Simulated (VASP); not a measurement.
Te: single point with PBE

The system is Te.

```
Te
1.0
     4.33436    0.00000    0.00000
    -2.16718    3.75367    0.00000
     0.00000    0.00000    6.00575
Te
3
Direct
  0.28505 0.00000 0.33333
  0.00000 0.28505 0.66667
  0.71495 0.71495 0.00000
```

The cell was built by a generator and needn't be a form met in nature.

```yaml
Program: VASP 6.6.1
Task: single point
Functional: PBE
Potentials_or_basis: VASP PAW PBE potentials, release 64 (Te)
Cutoff: 300 eV
k_mesh: 9 × 9 × 6
Occupations: gaussian, width 0.01 eV
Spin: non-collinear spin, zero start, spin-orbit coupling
Starting_moments: "[[0.0, 0.0, 0.0], [0.0, 0.0, 0.0], [0.0, 0.0, 0.0]] μB"
```

The pressure is 1.8 GPa and the largest force is 0.028 eV/Å. The net moment is 0.00 μB per cell and the valence electrons inside the program's atomic spheres are Te 3.29.

Forces in eV/Å, atoms in the order of the input:
```
Te  -0.028  0.000  0.000
Te   0.014 -0.024  0.000
Te   0.014  0.024  0.000
```

Moments on the atoms (μB; x, y, z):
```
Te  0.00 0.00 0.00
Te  0.00 0.00 0.00
Te  0.00 0.00 0.00
```

Run time: 2.3 min on 1 thread of Intel(R) Xeon(R) Platinum 8488C (Sapphire Rapids), with other jobs on the host, peak memory 0.32 GiB.
